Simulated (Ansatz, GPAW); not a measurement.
# Geometry or basis: what sets the conductance of hydroquinonedithiol between two Al chains

How well does hydroquinonedithiol between two Al chains conduct once its atoms have relaxed, and how much do cheaper levels lose?

Main program and level: GPAW 26.7.0 and Ansatz 0.2.0; Ansatz plane waves; relaxation of the junction with the lead ends held; PAW set soft_1, in the first sound run; inputs show where later runs differ.

Most raw output is cut from this account.

## 1. Set-up

The cell holds 28 atoms: 14 Al, 2 S, 4 H, 6 C and 2 O. Its edges and angles: a = 12.493 Å, b = 9.000 Å, c = 40.053 Å, α = 90.0°, β = 90.0°, γ = 90.0°. Regions: left lead, 7 atoms (7 Al); channel, 14 atoms (2 S, 4 H, 6 C and 2 O); right lead, 7 atoms (7 Al). Vacuum lies along a and b. The structure is stacked along c, and the current runs across the ab planes.

## 2. Relaxing the atoms

Transmission follows bond lengths closely, so the atoms between the held lead ends are relaxed first, from a slightly shaken start that lets symmetry break.

input.yaml

```yaml
crystal:
  lattice:
    - [12.4932036343, 0.0, 0.0]
    - [0.0, 9.0, 0.0]
    - [0.0, 0.0, 40.0527804407]
  atoms:
    - { symbol: Al, position: [0.5, 0.5, 0.0299604668] }
    - { symbol: Al, position: [0.5, 0.5, 0.0898814005] }
    - { symbol: Al, position: [0.5, 0.5, 0.1498023342] }
    - { symbol: Al, position: [0.5, 0.5, 0.2097232678] }
    - { symbol: Al, position: [0.5, 0.5, 0.2696442015] }
    - { symbol: Al, position: [0.4971019856, 0.5004378597, 0.3293921157] }
    - { symbol: Al, position: [0.4987411997, 0.5009711253, 0.390181436] }
    - { symbol: S, position: [0.3881079429, 0.5719699319, 0.4286332453] }
[... 16 atom lines left out ...]
    - { symbol: Al, position: [0.5, 0.5, 0.7902767322] }
    - { symbol: Al, position: [0.5, 0.5, 0.8501976658] }
    - { symbol: Al, position: [0.5, 0.5, 0.9101185995] }
    - { symbol: Al, position: [0.5, 0.5, 0.9700395332] }
kpoints:
  mp_grid: { grid: [1, 1, 2] }
hamiltonian:
  xc: pbe
  pseudopotentials: { kind: paw, azcp: { folder: soft_1 } }
scf:
  occupations: { method: fermi_dirac, width: 0.1 }
relax:
  f_tol: 0.03
  max_steps: 80
  constraints: [{ sites: [0, 1, 2, 3, 4, 23, 24, 25, 26, 27] }]
```

Command:

```bash
ansatz run input.yaml --threads 4 --pin off --max-ram 8192MiB --backend cpu --events-out ev --progress --plain --runs-dir out
```

Run time: 2.2 min. Hardware: 4 threads of Arm Neoverse V1, shared host; peak memory 4.5 GiB; 8.5 min of CPU time.

The steps of the relaxation:

```
step  energy less that of the first step (eV)  largest force component (eV/Å)
   1                                   0.0000                          5.7140
   2                                  -1.0021                          2.5346
   3                                  -1.5277                          0.6648
   4                                  -1.7872                          0.4166
   5                                  -1.9329                          0.2052
   6                                  -2.0073                          0.0865
   7                                  -2.0320                          0.1074
   8                                  -2.0507                          0.1044
   9                                  -2.0528                          0.0285
  10                                  -2.0528                          0.0288
```

The atoms that moved most (Å):

```
atom      dx      dy      dz  length
Al23   1.164   0.390   0.150   1.236
 Al6  -1.103   0.394  -0.097   1.175
  S8   0.084   0.207  -0.044   0.228
 S21  -0.124   0.191   0.007   0.228
Al22   0.083  -0.086   0.181   0.217
 H12  -0.031  -0.044  -0.196   0.203
 O16  -0.010  -0.009   0.196   0.197
 H17  -0.022  -0.078   0.172   0.190
```

Numbers from this step:

```
free energy         : -12006.8020 eV
smearing term TS    : 0.6246 eV
symmetry operations : 1
```

The relaxation lowered the energy of the cell by 2.05 eV.

## 3. Plane waves, PBE

Plane waves give the reference curve, free of the bias of atom-centred orbitals.

This step: Ansatz plane waves; Landauer transmission by layers, zero bias; PAW set soft_1 (Ansatz 0.2.0).

input.yaml

```yaml
crystal:
  lattice:
    - [12.4932036343, 0.0, 0.0]
    - [0.0, 9.0, 0.0]
    - [0.0, 0.0, 40.0527804407]
  atoms:
    - { symbol: Al, position: [0.5, 0.5, 0.0299604668] }
    - { symbol: Al, position: [0.5, 0.5, 0.0898814005] }
    - { symbol: Al, position: [0.5, 0.5, 0.1498023342] }
    - { symbol: Al, position: [0.5, 0.5, 0.2097232678] }
    - { symbol: Al, position: [0.5, 0.5, 0.2696442015] }
    - { symbol: Al, position: [0.4088279805, 0.5442407242, 0.3269678599] }
    - { symbol: Al, position: [0.4945359524, 0.4928098169, 0.3865466262] }
    - { symbol: S, position: [0.3948497873, 0.595013198, 0.4275338535] }
[... 16 atom lines left out ...]
    - { symbol: Al, position: [0.5, 0.5, 0.7902767322] }
    - { symbol: Al, position: [0.5, 0.5, 0.8501976658] }
    - { symbol: Al, position: [0.5, 0.5, 0.9101185995] }
    - { symbol: Al, position: [0.5, 0.5, 0.9700395332] }
kpoints:
  mp_grid: { grid: [1, 1, 2] }
hamiltonian:
  xc: pbe
  pseudopotentials: { kind: paw, azcp: { folder: soft_1 } }
scf:
  occupations: { method: fermi_dirac, width: 0.1 }
output:
  transmission:
    leads: [[0, 1]]
    e_range: [-2, 2]
    de: 0.025
    kmesh: [1, 1]
    reduced_basis: true
  write_potential: true
  write_density: true
  volumetric_format: npy
  elf: true
```

The job ended after 76 min (4 threads; peak memory 6.5 GiB; 4.4 h of CPU time).

Numbers from this step:

- free energy: -12006.8021 eV
- lead level: 0 eV from the Fermi level
- transmission at the Fermi level (one spin): 0.02317
- open channels of the lead at the Fermi level (one spin): 2
- step of the potential along the lead: 5.7 meV
- offset of the lead: 0 Å
- filling of the lead less its bulk value, in size: 11.1 meV
- conductance: 0.02287 G₀

One spin. Table of transmission, zone mean by energy, zero at the Fermi level:

```
energy (eV)  transmission, zone mean
     -2.000                   0.0121
     -1.900                   0.0309
     -1.800                   0.0688
     -1.700                    0.113
     -1.600                    0.132
     -1.500                    0.167
     -1.425                    0.881
     -1.400                    0.371
     -1.300                   5.0e-4
     -1.200                        0
     -1.100                        0
     -1.000                        0
     -0.900                        0
     -0.800                        0
     -0.700                        0
     -0.600                        0
     -0.500                        0
     -0.400                        0
     -0.300                  0.00483
     -0.200                   0.0110
     -0.100                   0.0183
      0.000                   0.0232
      0.100                   0.0253
      0.200                   0.0267
      0.300                   0.0287
      0.400                   0.0315
      0.500                   0.0345
      0.600                   0.0366
      0.700                   0.0372
      0.800                   0.0362
      0.900                   0.0348
      1.000                   0.0365
      1.100                   0.0372
      1.200                   0.0385
      1.300                   0.0408
      1.400                   0.0448
      1.500                   0.0511
      1.600                   0.0607
      1.700                   0.0745
      1.800                   0.0943
      1.900                    0.121
      2.000                    0.157
```

One spin. The open channels, zone mean by energy, zero at the Fermi level:

energy (eV), open channels, zone mean and a bar:
```
   -2.000       1.00 ##########
   -1.900       1.00 ##########
   -1.800       1.00 ##########
   -1.700       1.00 ##########
   -1.600       1.00 ##########
   -1.500       1.00 ##########
   -1.400       1.00 ##########
   -1.300       1.00 ##########
   -1.200       0.00 
   -1.100       0.00 
   -1.000       0.00 
   -0.900       0.00 
   -0.800       0.00 
   -0.700       0.00 
   -0.600       0.00 
   -0.500       0.00 
   -0.400       0.00 
   -0.300       2.00 ####################
   -0.200       2.00 ####################
   -0.100       2.00 ####################
    0.000       2.00 ####################
    0.100       2.00 ####################
    0.200       2.00 ####################
    0.300       2.00 ####################
    0.400       2.00 ####################
    0.500       2.00 ####################
    0.600       2.00 ####################
    0.700       2.00 ####################
    0.800       2.00 ####################
    0.900       2.00 ####################
    1.000       3.00 ##############################
    1.100       3.00 ##############################
    1.200       3.00 ##############################
    1.300       3.00 ##############################
    1.400       3.00 ##############################
    1.500       3.00 ##############################
    1.600       3.00 ##############################
    1.700       3.00 ##############################
    1.800       3.00 ##############################
    1.900       3.00 ##############################
    2.000       3.00 ##############################
```

Crystal 0, spin -, k parallel (0, 0); distinct values, listed up to 1.5 1/Å. The Im kz of the slowest decaying states by energy, zero at the Fermi level:

```
energy (eV)  decay 1 (Å⁻¹)  decay 2 (Å⁻¹)  decay 3 (Å⁻¹)  decay 4 (Å⁻¹)
    -2.0000          0.671          0.674           1.17           1.26
    -1.7500          0.616          0.619           1.14           1.24
    -1.5000          0.556          0.559           1.11           1.21
    -1.2500          0.489          0.493           1.08           1.18
    -1.0000         0.0783          0.411          0.415           1.05
    -0.7500          0.103          0.314          0.319           1.02
    -0.5000          0.116          0.168          0.178          0.983
    -0.2500          0.121          0.949           1.07           1.13
     0.0000          0.119          0.914           1.03           1.10
     0.2500          0.110          0.877           1.00           1.07
     0.5000         0.0938          0.839          0.969           1.03
     0.7500         0.0635          0.799          0.934           1.00
     1.0000          0.757          0.898          0.967          0.973
     1.2500          0.712          0.861          0.932          0.939
     1.5000          0.664          0.822          0.896          0.903
     1.7500          0.612          0.781          0.858          0.866
     2.0000          0.555          0.738          0.818          0.827
```

Crystal 0, spin -, k parallel (0, 0). The Re kz of states that move upwards by energy, zero at the Fermi level:

```
energy (eV)  channel 1 (Å⁻¹)  channel 2 (Å⁻¹)  channel 3 (Å⁻¹)
     -2.000             1.13                -                -
     -1.900             1.15                -                -
     -1.800             1.16                -                -
     -1.700             1.18                -                -
     -1.600             1.20                -                -
     -1.500             1.22                -                -
     -1.400             1.24                -                -
     -1.300             1.27                -                -
     -1.200                -                -                -
     -1.100                -                -                -
     -1.000                -                -                -
     -0.900                -                -                -
     -0.800                -                -                -
     -0.700                -                -                -
     -0.600                -                -                -
     -0.500                -                -                -
     -0.400                -                -                -
     -0.300            0.157            0.167                -
     -0.200            0.230            0.237                -
     -0.100            0.284            0.290                -
      0.000            0.330            0.335                -
      0.100            0.370            0.375                -
      0.200            0.407            0.410                -
      0.300            0.440            0.443                -
      0.400            0.471            0.474                -
      0.500            0.500            0.503                -
      0.600            0.527            0.530                -
      0.700            0.553            0.556                -
      0.800            0.578            0.581                -
      0.900            0.602            0.605                -
      1.000            -1.26            0.625            0.627
      1.100            -1.24            0.647            0.649
      1.200            -1.22            0.669            0.671
      1.300            -1.20            0.689            0.691
      1.400            -1.19            0.709            0.711
      1.500            -1.17            0.729            0.731
      1.600            -1.16            0.748            0.750
      1.700            -1.15            0.767            0.769
      1.800            -1.14            0.785            0.787
      1.900            -1.12            0.803            0.804
      2.000            -1.11            0.820            0.822
```

The electrostatic potential energy of an electron (with the applied field's), less the Fermi level, planar mean oscillates, so the rows of the table below give means over windows of 1 Å about each position, cut where the curve ends. Its first 14 maxima inside the range that stand out by 2 % of the span (Å: eV): 2.4: 3.95, 4.7: 3.95, 7.1: 3.95, 9.6: 3.90, 12.0: 3.76, 14.2: 3.86, 16.3: 3.61, 17.9: 3.76, 19.3: 3.18, 20.8: 3.18, 22.1: 3.76, 23.7: 3.62, 25.7: 3.86, 28.0: 3.76. Its first 14 minima: 1.5: 3.48, 3.9: 3.47, 5.8: 3.48, 8.8: 3.46, 11.1: 3.37, 12.8: 3.37, 15.1: 3.48, 17.1: 3.32, 18.8: 2.82, 20.0: 2.43, 21.2: 2.82, 23.0: 3.32, 24.9: 3.47, 27.3: 3.37.

The electrostatic potential energy of an electron (with the applied field's), less the Fermi level, planar mean by z; means over each step:

z (Å), electrostatic potential energy of an electron (with the applied field's), less the Fermi level, planar mean (eV) and a bar from the least value:
```
        0       3.85 ##############################
        1       3.51 #####################
        2       3.74 ###########################
        3       3.64 ########################
        4       3.56 ######################
        5       3.81 #############################
        6       3.49 ####################
        7       3.81 #############################
        8       3.56 ######################
        9       3.62 ########################
       10       3.67 #########################
       11       3.41 ##################
       12       3.65 #########################
       13       3.40 ##################
       14       3.69 ##########################
       15       3.57 #######################
       16       3.53 ######################
       17       3.38 ##################
       18       3.58 #######################
       19       3.02 ########
       20       2.72 
       21       3.01 ########
       22       3.56 ######################
       23       3.38 ##################
       24       3.53 ######################
       25       3.56 ######################
       26       3.71 ##########################
       27       3.40 ##################
       28       3.65 #########################
       29       3.42 ###################
       30       3.64 ########################
       31       3.64 ########################
       32       3.54 ######################
       33       3.83 #############################
       34       3.49 #####################
       35       3.79 ############################
       36       3.58 #######################
       37       3.62 ########################
       38       3.76 ############################
       39       3.51 #####################
```

Valence density, planar mean against z:

```
z (Å)  valence density, planar mean (e/Å³)
    0                               0.0127
    2                               0.0123
    4                               0.0102
    6                              0.00913
    8                               0.0102
   10                               0.0119
   12                               0.0127
   14                               0.0119
   16                               0.0158
   18                               0.0382
   20                                0.139
   22                               0.0397
   24                               0.0168
   26                               0.0120
   28                               0.0126
   30                               0.0117
   32                              0.00996
   34                              0.00915
   36                               0.0106
   38                               0.0124
```

Valence density in the ca plane at fractional y = 0.573, with atoms of S and H and C and O within 0.2 Å of it. It is the smooth field of the valence electrons, not physical close to the nuclei.

Ten steps, logarithmic in the rise over the least value, from '0' (0.0 e/Å³) to '9' (6.5 e/Å³), each cell a mean:
```
00000000000000000000000000000000000000000000
00000000000000000000000000000000000000000000
00000000000000000000000000000000000000000000
00000000000000000000000000000000000000000000
00000000000000000122321100000000000000000000
00000000000000001257765410000000000000000000
00000000000000001379986422221100000011110000
00000000000012222368864323454210001122221100
00000000000135654567653345665431112222222211
00001111100135777777776556556532122332123322
00112222111124677665677666555532223332223332
11222222222224577533467754334332222222222332
22333223344445677544567642112222222111112222
22332223466566667766777653111112211100001112
22322112455565455777766675200001110000000001
22221111355654334676533453100000000000000000
21110000123332346898521111000000000000000000
00000000001111367998520000000000000000000000
00000000000000234565310000000000000000000000
00000000000000001111000000000000000000000000
00000000000000000000000000000000000000000000
00000000000000000000000000000000000000000000
00000000000000000000000000000000000000000000
00000000000000000000000000000000000000000000
```
Columns run along c (16.0 Å, from fractional 0.33 to 0.73 of the cell), rows up along a (12.5 Å). Atoms in or near the plane, at fractional coordinates: S at (0.43, 0.39), H at (0.45, 0.62), C at (0.47, 0.46), C at (0.47, 0.57), H at (0.47, 0.26), O at (0.49, 0.28), C at (0.50, 0.39), C at (0.50, 0.61), O at (0.51, 0.72), H at (0.53, 0.74), C at (0.53, 0.43), C at (0.53, 0.54), H at (0.55, 0.38), S at (0.57, 0.61).

ELF in the ca plane at fractional y = 0.573, with atoms of S and H and C and O within 0.2 Å of it. It is the smooth field of the valence electrons, not physical close to the nuclei.

Values, 13 rows by 16 columns, each cell a mean:
```
0.00 0.00 0.00 0.00 0.00 0.00 0.00 0.00 0.00 0.00 0.00 0.00 0.00 0.01 0.00 0.00
0.00 0.00 0.00 0.00 0.00 0.01 0.06 0.03 0.00 0.00 0.00 0.00 0.02 0.12 0.08 0.01
0.00 0.03 0.03 0.00 0.00 0.06 0.54 0.47 0.36 0.05 0.08 0.00 0.20 0.61 0.44 0.09
0.03 0.27 0.28 0.01 0.29 0.13 0.61 0.65 0.67 0.48 0.54 0.04 0.53 0.93 0.82 0.30
0.11 0.66 0.75 0.10 0.81 0.76 0.45 0.52 0.26 0.69 0.69 0.18 0.73 0.87 0.78 0.58
0.25 0.81 0.81 0.29 0.39 0.57 0.61 0.60 0.52 0.59 0.74 0.41 0.83 0.57 0.59 0.84
0.55 0.83 0.41 0.69 0.40 0.58 0.40 0.40 0.64 0.28 0.59 0.45 0.82 0.50 0.68 0.85
0.58 0.82 0.38 0.68 0.53 0.56 0.58 0.66 0.62 0.53 0.26 0.86 0.81 0.21 0.43 0.80
0.93 0.70 0.15 0.74 0.76 0.24 0.58 0.39 0.66 0.78 0.07 0.69 0.62 0.09 0.19 0.43
0.90 0.46 0.03 0.44 0.35 0.74 0.68 0.68 0.07 0.15 0.01 0.21 0.21 0.02 0.03 0.08
0.49 0.14 0.00 0.04 0.03 0.22 0.33 0.42 0.05 0.00 0.00 0.02 0.02 0.00 0.00 0.01
0.07 0.01 0.00 0.00 0.00 0.00 0.01 0.03 0.01 0.00 0.00 0.00 0.00 0.00 0.00 0.00
0.00 0.00 0.00 0.00 0.00 0.00 0.00 0.00 0.00 0.00 0.00 0.00 0.00 0.00 0.00 0.00
```
Columns run along c (16.0 Å, from fractional 0.33 to 0.73 of the cell), rows up along a (12.5 Å). Atoms in or near the plane, at fractional coordinates: S at (0.43, 0.39), H at (0.45, 0.62), C at (0.47, 0.46), C at (0.47, 0.57), H at (0.47, 0.26), O at (0.49, 0.28), C at (0.50, 0.39), C at (0.50, 0.61), O at (0.51, 0.72), H at (0.53, 0.74), C at (0.53, 0.43), C at (0.53, 0.54), H at (0.55, 0.38), S at (0.57, 0.61).

[end of part 1 of 3]

[Logs are printed without paths, hosts, clocks, repeated set-up lines and the standing remarks that a program may print on its own settings, such as how far it seeks lower states.]

[Hosts, paths, dates, database ids (printed as entryN), source tags and the programs' standing remarks are cut or masked in the printed files.]
